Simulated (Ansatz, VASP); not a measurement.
**One calculation of Ta, two programs**

```
CELL_PARAMETERS angstrom
-1.64247 1.64247 1.64247
1.64247 -1.64247 1.64247
1.64247 1.64247 -1.64247
ATOMIC_POSITIONS crystal
Ta 0.00000 0.00000 0.00000
```

Alike in both runs: functional PBE; dispersion D3(BJ); k mesh 18 × 18 × 18; occupations gaussian, width 0.1 eV; no spin polarisation.

Ansatz relaxed the structure, and its values are those at the end. VASP's run is a single point on that final structure, the one shown.

|  | VASP | Ansatz |
| --- | --- | --- |
| version | VASP 6.6.1 | Ansatz 0.2.0 |
| potentials or method | VASP PAW PBE potentials, release 64 (Ta_pv) | scalar-relativistic, plane waves, PAW |
| plane-wave cutoff (eV) | 520 | 420 |
| valence electrons in the cell | 11 | 13 |

Ansatz gave:

* gap on the k mesh at the Fermi level (eV): none
* pressure (GPa): 0.0

Question: What did VASP give for the same quantities?

Answer: gap on the k mesh at the Fermi level (eV): none; pressure (GPa): 0.2.

A gap of «none» marks a metal or a gap that the smearing closes. The two sets of potentials don't hold the same shells in valence.

Caveats: pairwise dispersion overbinds metals, which lowers pressure and volume. Spin-orbit coupling is left out, which matters for the levels of Ta.
